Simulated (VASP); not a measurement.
**NaH: band structure with LDA**

NaH:

```
Na H
1.0
     0.00000    2.44000    2.44000
     2.44000    0.00000    2.44000
     2.44000    2.44000    0.00000
Na H
1 1
Direct
  0.00000 0.00000 0.00000
  0.50000 0.50000 0.50000
```

```yaml
Program: VASP 6.6.1
Task: band structure
Functional: LDA
Potentials_or_basis: VASP PAW LDA potentials, release 64 (Na_pv, H)
Cutoff: 520 eV
k_mesh: 10 × 10 × 10
Occupations: gaussian, width 0.02 eV
Spin: no spin polarisation
Ladder: free
Further_INCAR_settings: ALGO = Normal; EDIFF = 1e-06; NBANDS = 11
```

```
Pressure                : -2.7 GPa
Band gap on the k mesh  : 3.38 eV, indirect (least direct gap 4.26 eV)
Band gap along the path : 3.36 eV, indirect (least direct gap 4.26 eV)
```

Levels at the corners of the path, in eV from the valence-band top:
```csv
point,band 1,band 2,band 3,band 4,band 5,band 6,band 7,band 8,band 9
Γ,-22.22,-22.22,-22.22,-3.71,10.13,14.98,14.98,14.98,15.89
X,-22.30,-22.25,-22.25,-0.19,4.25,9.57,10.15,10.15,11.12
X,-22.30,-22.25,-22.25,-0.19,4.25,9.57,10.15,10.15,11.12
W,-22.28,-22.28,-22.26,0.00,5.61,5.61,7.83,15.70,17.15
W,-22.28,-22.28,-22.26,0.00,5.61,5.61,7.83,15.70,17.15
K,-22.29,-22.27,-22.25,-0.12,4.93,5.91,10.74,11.21,16.12
K,-22.29,-22.27,-22.25,-0.12,4.93,5.91,10.74,11.21,16.12
Γ,-22.22,-22.22,-22.22,-3.71,10.13,14.98,14.98,14.98,15.89
Γ,-22.22,-22.22,-22.22,-3.71,10.13,14.98,14.98,14.98,15.89
L,-22.31,-22.24,-22.24,-0.90,3.36,10.38,12.89,12.89,15.61
L,-22.31,-22.24,-22.24,-0.90,3.36,10.38,12.89,12.89,15.61
U,-22.29,-22.27,-22.25,-0.12,4.93,5.91,10.74,11.21,16.12
U,-22.29,-22.27,-22.25,-0.12,4.93,5.91,10.74,11.21,16.12
W,-22.28,-22.28,-22.26,0.00,5.61,5.61,7.83,15.70,17.15
W,-22.28,-22.28,-22.26,0.00,5.61,5.61,7.83,15.70,17.15
L,-22.31,-22.24,-22.24,-0.90,3.36,10.38,12.89,12.89,15.61
L,-22.31,-22.24,-22.24,-0.90,3.36,10.38,12.89,12.89,15.61
K,-22.29,-22.27,-22.25,-0.12,4.93,5.91,10.74,11.21,16.12
U,-22.29,-22.27,-22.25,-0.12,4.93,5.91,10.74,11.21,16.12
X,-22.30,-22.25,-22.25,-0.19,4.25,9.57,10.15,10.15,11.12
```

Wall time 35 s on 1 thread of Intel(R) Xeon(R) Platinum 8488C (Sapphire Rapids), on a shared host, peak memory 0.14 GiB.

A hybrid or GW would open this gap; LDA tends to underestimate it.
